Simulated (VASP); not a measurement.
# GaP (F-43m) in VASP: notebook

The runs below take GaP through Born charges and dielectric tensor, band structure, with PBEsol, r2SCAN.

All numbers are computed with VASP 6.6.1; they aren't measurements. Logs are shortened: lines on timing, memory, paths and dates and some standing lists are left out, and cuts for length are marked.

**Experimental background.**

From “Stacking defects in GaP nanowires: Electronic structure and optical properties”, 2018, arxiv:1810.01194, for a bulk crystal of GaP at 10 K: band gap 2.34 eV (indirect).

How close the calculation comes is told below.

## 1. The crystal as given

Symmetry: F-43m, No. 216, cubic system. Conventional cell: a = 5.451 Å, b = 5.451 Å, c = 5.451 Å, α = 90.00°, β = 90.00°, γ = 90.00°. Ga (site symmetry -43m) has 4 P at 2.36 Å as nearest neighbours. P (site symmetry -43m) has 4 Ga at 2.36 Å as nearest neighbours.

## 2. Born charges and dielectric tensor, PBEsol

INCAR reads:

```
ALGO = Fast
EDIFF = 1E-8
ENCUT = 520
GGA = PS
IBRION = 8
ISIF = 2
ISMEAR = -1
LASPH = T
LCHARG = F
LEPSILON = T
LREAL = F
LWAVE = F
NELM = 100
PREC = Accurate
SIGMA = 0.05
```

KPOINTS reads:

```
k-points
0
Gamma
  8 8 8
```

POSCAR reads:

```
GaP
1.0
    0.0000000000      2.7252500000      2.7252500000
    2.7252500000      0.0000000000      2.7252500000
    2.7252500000      2.7252500000      0.0000000000
Ga P
1 1
Direct
    0.0000000000      0.0000000000      0.0000000000
    0.7500000000      0.7500000000      0.7500000000
```

Potentials or basis: VASP PAW PBE potentials, release 64 (Ga_d, P).

On the command line:

```sh
$ cat potpaw_PBE.64/Ga_d/POTCAR potpaw_PBE.64/P/POTCAR > POTCAR
$ mpirun -np 1 vasp_std > vasp.out
```

OUTCAR:

```text
EDIFF = 1E-8
   ENCUT = 520
   GGA = PS
   IBRION = 8
   ISIF = 2
   ISMEAR = -1
   LASPH = T
   LEPSILON = T
   LREAL = F
   NELM = 100
   PREC = Accurate

 ion  position               nearest neighbor table
   1  0.000  0.000  0.000-   2 2.36   2 2.36   2 2.36   2 2.36
   2  0.750  0.750  0.750-   1 2.36   1 2.36   1 2.36   1 2.36

  LATTYP: Found a face centered cubic cell.
 ALAT       =     5.4505000000

  Lattice vectors:

 A1 = (   0.0000000000,   2.7252500000,   2.7252500000)
 A2 = (   2.7252500000,   0.0000000000,   2.7252500000)
 A3 = (   2.7252500000,   2.7252500000,   0.0000000000)

Analysis of symmetry for initial positions (statically):
=====================================================================
 Subroutine PRICEL returns:
 Original cell was already a primitive cell.

 Routine SETGRP: Setting up the symmetry group for a
 face centered cubic supercell.

 Subroutine GETGRP returns: Found 24 space group operations
 (whereof 24 operations were pure point group operations)
 out of a pool of 48 trial point group operations.

The static configuration has the point symmetry T_d .

Analysis of symmetry for dynamics (positions and initial velocities):
=====================================================================
 Subroutine PRICEL returns:
 Original cell was already a primitive cell.

 Routine SETGRP: Setting up the symmetry group for a
 face centered cubic supercell.

 Subroutine GETGRP returns: Found 24 space group operations
 (whereof 24 operations were pure point group operations)
 out of a pool of 48 trial point group operations.

The dynamic configuration has the point symmetry T_d .

 Subroutine INISYM returns: Found 24 space group operations
 (whereof 24 operations are pure point group operations),
 and found     1 'primitive' translations

----------------------------------------------------------------------------------------

                                     Primitive cell

[... 618 lines left out ...]
 ------------------------------------------------------
          11.599724    -0.000000     0.000000
           0.000000    11.599724     0.000000
          -0.000000     0.000000    11.599724
 ------------------------------------------------------

 PIEZOELECTRIC TENSOR (including local field effects)  for field in x, y, z        (e  Angst)
          XX          YY          ZZ          XY          YZ          ZX
  --------------------------------------------------------------------------------
  x     0.00000    -0.00000     0.00000     0.00000     2.05317     0.00000
  y    -0.00000    -0.00000     0.00000    -0.00000     0.00000     2.05317
  z     0.00000    -0.00000     0.00000     2.05317    -0.00000     0.00000

 PIEZOELECTRIC TENSOR (including local field effects)  for field in x, y, z        (C/m^2)
          XX          YY          ZZ          XY          YZ          ZX
  --------------------------------------------------------------------------------
  x     0.00000    -0.00000     0.00000     0.00000     0.81262     0.00000
  y    -0.00000    -0.00000     0.00000    -0.00000     0.00000     0.81262
  z     0.00000    -0.00000     0.00000     0.81262    -0.00000     0.00000

 BORN EFFECTIVE CHARGES (including local field effects) (in |e|, cummulative output)
 ---------------------------------------------------------------------------------
 ion    1
    1     2.19945     0.00000    -0.00000
    2     0.00000     2.19945     0.00000
    3    -0.00000     0.00000     2.19945
 ion    2
    1    -2.19945     0.00000     0.00000
    2     0.00000    -2.19945    -0.00000
    3     0.00000    -0.00000    -2.19945

 INTERNAL STRAIN TENSOR FOR ION    2 for displacements in x,y,z  (eV/Angst):
          X           Y           Z          XY          YZ          ZX
  --------------------------------------------------------------------------------
  x     0.00000     0.00000     0.00000     0.00000     7.00183     0.00000
  y     0.00000    -0.00000     0.00000     0.00000     0.00000     7.00183
  z     0.00000     0.00000     0.00000     7.00183     0.00000     0.00000

 SECOND DERIVATIVES (NOT SYMMETRIZED)
 ------------------------------------
               1X          1Y          1Z          2X          2Y          2Z
  1X    -9.799264    0.000000    0.000000    9.799264    0.000000    0.000000
  1Y     0.000000   -9.799264    0.000000    0.000000    9.799264    0.000000
  1Z     0.000000    0.000000   -9.799264    0.000000    0.000000    9.799264
  2X     9.809529    0.000000    0.000000   -9.809529    0.000000    0.000000
  2Y     0.000000    9.809529    0.000000    0.000000   -9.809529    0.000000
  2Z     0.000000    0.000000    9.809529    0.000000    0.000000   -9.809529

 Eigenvectors and eigenvalues of the dynamical matrix
 ----------------------------------------------------

   1 f  =   10.571254 THz    66.421147 2PiTHz  352.619071 cm-1    43.719173 meV
             X         Y         Z           dx          dy          dz
      0.000000  0.000000  0.000000     0.000000    0.554412    0.000000
      4.087875  4.087875  4.087875     0.000000   -0.832242    0.000000
[... 21 lines left out ...]
   6 f/i=    0.002554 THz     0.016045 2PiTHz    0.085178 cm-1     0.010561 meV
             X         Y         Z           dx          dy          dz
      0.000000  0.000000  0.000000     0.000000    0.000000    0.832242
      4.087875  4.087875  4.087875     0.000000    0.000000    0.554412

--------------------------------------------------------------------------------------------------------

 MACROSCOPIC STATIC DIELECTRIC TENSOR IONIC CONTRIBUTION
 ------------------------------------------------------
           2.205583    -0.000000    -0.000000
          -0.000000     2.205583     0.000000
          -0.000000     0.000000     2.205583
 ------------------------------------------------------

 ELASTIC MODULI CONTR FROM IONIC RELAXATION (kBar)
 Direction    XX          YY          ZZ          XY          YZ          ZX
 --------------------------------------------------------------------------------
 XX          -0.0000     -0.0000     -0.0000     -0.0000     -0.0000     -0.0000
 YY          -0.0000     -0.0000     -0.0000     -0.0000     -0.0000      0.0000
 ZZ          -0.0000     -0.0000     -0.0000     -0.0000     -0.0000     -0.0000
 XY          -0.0000     -0.0000     -0.0000   -196.0389      0.0000     -0.0000
 YZ          -0.0000     -0.0000     -0.0000      0.0000   -196.0389      0.0000
 ZX          -0.0000      0.0000     -0.0000     -0.0000      0.0000   -196.0389
 --------------------------------------------------------------------------------

 PIEZOELECTRIC TENSOR IONIC CONTR  for field in x, y, z        (C/m^2)
          XX          YY          ZZ          XY          YZ          ZX
  --------------------------------------------------------------------------------
  x    -0.00000    -0.00000    -0.00000     0.00000    -0.61874     0.00000
  y    -0.00000     0.00000    -0.00000    -0.00000     0.00000    -0.61874
  z    -0.00000    -0.00000    -0.00000    -0.61874     0.00000    -0.00000
```

OSZICAR:

```text
N       E                     dE             d eps       ncg     rms          rms(c)
DAV:   1     0.797167749095E+02    0.79717E+02   -0.92963E+03   762   0.197E+03
DAV:   2    -0.399584125889E+01   -0.83713E+02   -0.80892E+02   839   0.343E+02
DAV:   3    -0.100851162233E+02   -0.60893E+01   -0.60562E+01   929   0.756E+01
DAV:   4    -0.102030752548E+02   -0.11796E+00   -0.11788E+00   927   0.113E+01
[... 12 lines left out ...]
RMM:   9    -0.474081936829E-01    0.53957E-06   -0.63312E-08  5045   0.587E-04    0.105E-04
RMM:  10    -0.474080742422E-01    0.11944E-06   -0.59955E-08  5213   0.335E-04    0.697E-06
RMM:  11    -0.474081203930E-01   -0.46151E-07   -0.97926E-08  5308   0.250E-04    0.431E-06
RMM:  12    -0.474081308869E-01   -0.10494E-07   -0.83763E-08  5447   0.226E-04    0.625E-07
RMM:  13    -0.474081304625E-01    0.42433E-09   -0.99225E-08  5515   0.217E-04    0.656E-07
 Linear response finished
```

Run time: 6.2 min. Hardware: 1 thread of Intel Xeon 6975P-C (Granite Rapids), shared host; peak memory 0.25 GiB.

What came out:

- Band gap on the k mesh: 1.52 eV, indirect (least direct gap 1.75 eV)
- Electronic dielectric tensor (diagonal): 11.60
- Born charges (mean of the diagonal): Ga +2.20; P -2.20 e
- Highest phonon frequency at Γ, LO-TO splitting left out: 353 cm⁻¹

Phonon frequencies in cm⁻¹ (negative: imaginary):
```
              q point        frequencies
(0.000, 0.000, 0.000)  0 0 0 353 353 353
```

Electronic dielectric tensor:
```
11.60  0.00  0.00
 0.00 11.60  0.00
 0.00  0.00 11.60
```

Born effective charge tensors (e):
atom 1, Ga
```
2.20 0.00 0.00
0.00 2.20 0.00
0.00 0.00 2.20
```
atom 2, P
```
-2.20  0.00  0.00
 0.00 -2.20  0.00
 0.00  0.00 -2.20
```

Caveat: the PAW data sets were made with another functional, which shifts forces and pressure a little.

## 3. Band structure, r2SCAN

INCAR reads:

```
PREC = Accurate ; ENCUT = 520
EDIFF = 1E-7 ; ISMEAR = -1
SIGMA = 0.05 ; LREAL = False
LASPH = True ; NELM = 100
ALGO = Normal ; ISIF = 2
LWAVE = False ; LCHARG = False
METAGGA = R2SCAN ; LMIXTAU = True
NBANDS = 16
```

KPOINTS reads:

```
Automatic mesh
0
Gamma
  8 8 8
```

POSCAR is that of step 2.

KPOINTS_OPT reads:

```
path GXWKGLUWLK,UX
20
line-mode
reciprocal
 0.0000000000  0.0000000000  0.0000000000  G
 0.5000000000  0.0000000000  0.5000000000  X

 0.5000000000  0.0000000000  0.5000000000  X
 0.5000000000  0.2500000000  0.7500000000  W

 0.5000000000  0.2500000000  0.7500000000  W
 0.3750000000  0.3750000000  0.7500000000  K

 0.3750000000  0.3750000000  0.7500000000  K
 0.0000000000  0.0000000000  0.0000000000  G

 0.0000000000  0.0000000000  0.0000000000  G
 0.5000000000  0.5000000000  0.5000000000  L

 0.5000000000  0.5000000000  0.5000000000  L
 0.6250000000  0.2500000000  0.6250000000  U

 0.6250000000  0.2500000000  0.6250000000  U
 0.5000000000  0.2500000000  0.7500000000  W

 0.5000000000  0.2500000000  0.7500000000  W
 0.5000000000  0.5000000000  0.5000000000  L

 0.5000000000  0.5000000000  0.5000000000  L
 0.3750000000  0.3750000000  0.7500000000  K

 0.6250000000  0.2500000000  0.6250000000  U
 0.5000000000  0.0000000000  0.5000000000  X
```

Potentials or basis: VASP PAW PBE potentials, release 64 (Ga_d, P).

On the command line:

```sh
$ cat potpaw_PBE.64/Ga_d/POTCAR potpaw_PBE.64/P/POTCAR > POTCAR
$ mpirun -np 1 vasp_std > vasp.out
```

It took 4.4 min on 1 thread of Intel Xeon Platinum 8488C (Sapphire Rapids), shared host; peak memory 0.17 GiB.

Results (log left out):

| Item | Value |
| --- | --- |
| Free energy | -21.4631 eV |
| Pressure | 0.0 GPa |
| Band gap on the k mesh | 1.90 eV, indirect (least direct gap 2.34 eV) |
| Band gap along the path | 1.85 eV, indirect (least direct gap 2.34 eV) |

Levels at the corners of the path, in eV from the valence-band top:
| point | band 6 | band 7 | band 8 | band 9 | band 10 | band 11 | band 12 | band 13 |
| --- | --- | --- | --- | --- | --- | --- | --- | --- |
| Γ | -13.02 | 0.00 | 0.00 | 0.00 | 2.34 | 4.19 | 4.19 | 4.19 |
| X | -9.93 | -6.96 | -2.80 | -2.80 | 1.91 | 2.10 | 11.35 | 11.35 |
| X | -9.93 | -6.96 | -2.80 | -2.80 | 1.91 | 2.10 | 11.35 | 11.35 |
| W | -9.83 | -6.74 | -3.71 | -3.54 | 5.04 | 5.31 | 6.57 | 6.59 |
| W | -9.83 | -6.74 | -3.71 | -3.54 | 5.04 | 5.31 | 6.57 | 6.59 |
| K | -9.96 | -6.74 | -4.07 | -2.35 | 2.48 | 5.19 | 8.79 | 8.84 |
| K | -9.96 | -6.74 | -4.07 | -2.35 | 2.48 | 5.19 | 8.79 | 8.84 |
| Γ | -13.02 | 0.00 | 0.00 | 0.00 | 2.34 | 4.19 | 4.19 | 4.19 |
| Γ | -13.02 | 0.00 | 0.00 | 0.00 | 2.34 | 4.19 | 4.19 | 4.19 |
| L | -10.86 | -6.85 | -1.17 | -1.17 | 2.04 | 5.06 | 5.06 | 8.83 |
| L | -10.86 | -6.85 | -1.17 | -1.17 | 2.04 | 5.06 | 5.06 | 8.83 |
| U | -9.96 | -6.74 | -4.07 | -2.35 | 2.48 | 5.19 | 8.79 | 8.84 |
| U | -9.96 | -6.74 | -4.07 | -2.35 | 2.48 | 5.19 | 8.79 | 8.84 |
| W | -9.83 | -6.74 | -3.71 | -3.54 | 5.04 | 5.31 | 6.57 | 6.59 |
| W | -9.83 | -6.74 | -3.71 | -3.54 | 5.04 | 5.31 | 6.57 | 6.59 |
| L | -10.86 | -6.85 | -1.17 | -1.17 | 2.04 | 5.06 | 5.06 | 8.83 |
| L | -10.86 | -6.85 | -1.17 | -1.17 | 2.04 | 5.06 | 5.06 | 8.83 |
| K | -9.96 | -6.74 | -4.07 | -2.35 | 2.48 | 5.19 | 8.79 | 8.84 |
| U | -9.96 | -6.74 | -4.07 | -2.35 | 2.48 | 5.19 | 8.79 | 8.84 |
| X | -9.93 | -6.96 | -2.80 | -2.80 | 1.91 | 2.10 | 11.35 | 11.35 |

Caveat: the PAW data sets were made with another functional, which shifts forces and pressure a little.

(Continued in part 2 of 2.)
